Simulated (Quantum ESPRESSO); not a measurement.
**PbSe (Clausthalite): equation of state with PBE**

The system is PbSe (Clausthalite).

```xyz
2
Lattice="0.0000 3.0606 3.0606 3.0606 0.0000 3.0606 3.0606 3.0606 0.0000" Properties=species:S:1:pos:R:3 pbc="T T T"
Pb    0.0000    0.0000    0.0000
Se    3.0606    3.0606    3.0606
```

```json
{
 "Program": "Quantum ESPRESSO 7.5",
 "Task": "equation of state",
 "Functional": "PBE",
 "Potentials or basis": "SSSP 1.3 efficiency PBE",
 "Cutoff": "748 eV",
 "Density cutoff": "5987 eV",
 "k mesh": "8 × 8 × 8",
 "Occupations": "fermi-dirac, width 0.05 eV",
 "Spin": "no spin polarisation"
}
```

```
Equilibrium volume                      : 30.05 Å³/atom
Bulk modulus                            : 47 GPa
Pressure derivative of the bulk modulus : 4.2
```

Energy against volume, from the lowest point:
```csv
volume (Å³/atom),energy (meV/atom)
26.951,56.46
27.524,36.08
28.097,20.68
28.671,9.83
29.244,3.06
29.818,0.00
30.391,0.26
```

All runs of the series together: 4 min on 1 thread of Arm Neoverse V2, on a shared host.

The cell as given is a measured one (28.67 Å³/atom); PBE puts the equilibrium volume +4.8 % from it, thermal expansion not counted.

The run has no spin-orbit coupling, so splittings on Pb are missing.
